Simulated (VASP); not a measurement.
Write the native input for VASP 6.6.1 that does the following.

- Task: single point
- Functional: LDA
- Potentials or basis: VASP PAW LDA potentials, release 64 (Zn, O)
- Cutoff: 520 eV
- k mesh: 3 × 3 × 2
- Occupations: fermi-dirac, width 0.1 eV
- Spin: no spin polarisation
- Dipole correction: no
- Further INCAR settings: ALGO = Normal; EDIFF = 1e-06; NBANDS = 42

The structure of Zn4O3 (a cell with a defect) (zincite) lies in POSCAR:

```
Zn4O3
1.0
    3.2493080000      0.0000000000      0.0000000000
   -3.2493080000      5.6279660000      0.0000000000
    0.0000000000      0.0000000000      5.2057090000
Zn O
4 3
Direct
    0.3333333926      0.3333333926      0.4999999040
    0.6666666074      0.1666666074      0.0000000000
    0.3333333926      0.8333333926      0.4999999040
    0.6666666074      0.6666666074      0.0000000000
    0.6630800541      0.1630800541      0.3788513726
    0.6666666074      0.6666666074      0.3790100445
    0.3333333926      0.8333333926      0.8790099485
```

The input as run:

INCAR

```
SYSTEM = Zn4O3
PREC     = Accurate       ! precision mode
ENCUT    = 520            ! plane-wave cutoff, eV
EDIFF    = 1E-6           ! SCF threshold, eV
ISMEAR   = -1             ! smearing method
SIGMA    = 0.1            ! smearing width, eV
LREAL    = .False.        ! projectors in reciprocal space
LASPH    = .True.         ! aspherical terms in the spheres
NELM     = 100            ! most SCF steps
ALGO     = Normal         ! electronic algorithm
ISIF     = 2              ! what is computed and relaxed
LWAVE    = .False.        ! write WAVECAR
LCHARG   = .False.        ! write CHGCAR
NBANDS   = 42             ! bands
```

KPOINTS

```
regular mesh
0
Gamma
  3 3 2
  0 0 0
```

Potentials or basis: VASP PAW LDA potentials, release 64 (Zn, O).

Run with:

```bash
$ cat potpaw_LDA.64/Zn/POTCAR potpaw_LDA.64/O/POTCAR > POTCAR
$ mpirun -np 1 vasp_std > vasp.out
```

Results of the run:

```
Pressure               : -8.1 GPa
Largest force          : 0.936 eV/Å
Band gap on the k mesh : 0.82 eV, indirect (least direct gap 1.61 eV)
```

Caveat: the k mesh is coarse (spacing up to 0.74 Å⁻¹), so the values aren't converged.

It took 18 s on 1 thread of Intel(R) Xeon(R) 6975P-C (Granite Rapids), on a shared host, peak memory 0.17 GiB.
